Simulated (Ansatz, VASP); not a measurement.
**WC (Qusongite): VASP beside Ansatz**

INCAR

```
PREC = Accurate
ENCUT = 520
EDIFF = 1E-7
ISMEAR = -1
SIGMA = 0.05
LREAL = F
LASPH = T
NELM = 80
ALGO = Normal
ISIF = 2
LWAVE = F
LCHARG = F
GGA = PE
NBANDS = 16
```

File KPOINTS:

```
Automatic mesh
0
Gamma
  10 10 9
```

POSCAR

```
WC
1.0
    2.9257489053      0.0000000000      0.0000000000
   -1.4628744527      2.5337728771      0.0000000000
    0.0000000000      0.0000000000      2.8553859779
W C
1 1
Direct
    0.0000000000      0.0000000000      0.0000000000
    0.6666666667      0.3333333333      0.5000000000
```

input.yaml

```yaml
crystal:
  lattice:
    - [2.9257489053, 0.0, 0.0]
    - [-1.4628744527, 2.5337728771, 0.0]
    - [0.0, 0.0, 2.8553859779]
  atoms:
    - { symbol: W, position: [0.0, 0.0, 0.0] }
    - { symbol: C, position: [0.6666666667, 0.3333333333, 0.5] }
hamiltonian:
  xc: pbe
  pseudopotentials: { kind: paw }
kpoints:
  mp_grid: { grid: [10, 10, 9] }
scf:
  occupations: { method: fermi_dirac, width: 0.05 }
output:
  forces: true
  stress: true
  eigenvalues: true
```

Change from the starting cell: volume scaled by 1.02.

Alike in both runs: task single point; functional PBE; k mesh 10 × 10 × 9; occupations fermi-dirac, width 0.05 eV; no spin polarisation.

|  | VASP | Ansatz |
| --- | --- | --- |
| version | VASP 6.6.1 | Ansatz 0.2.0 |
| potentials or method | VASP PAW PBE potentials, release 64 (W_sv, C) | Ansatz PAW |
| plane-wave cutoff (eV) | 520 | 420 |
| valence electrons in the cell | 18 | 18 |

|  | VASP | Ansatz | Ansatz less VASP |
| --- | --- | --- | --- |
| gap on the k mesh at the Fermi level (eV) | none | none | - |
| pressure (GPa) | -1.2 | -2.2 | -1.03 |
| largest component of the traceless stress (GPa) | 1.18 | 1.36 | +0.184 |

A gap of «none» marks a metal or a gap that the smearing closes. With one functional, cell and mesh, what is left measures potentials, basis and numerics.

Caveats: the pressure holds a Pulay correction of +0.3 GPa for the finite cutoff (Ansatz). The runs have no spin-orbit coupling, so splittings on W are missing.
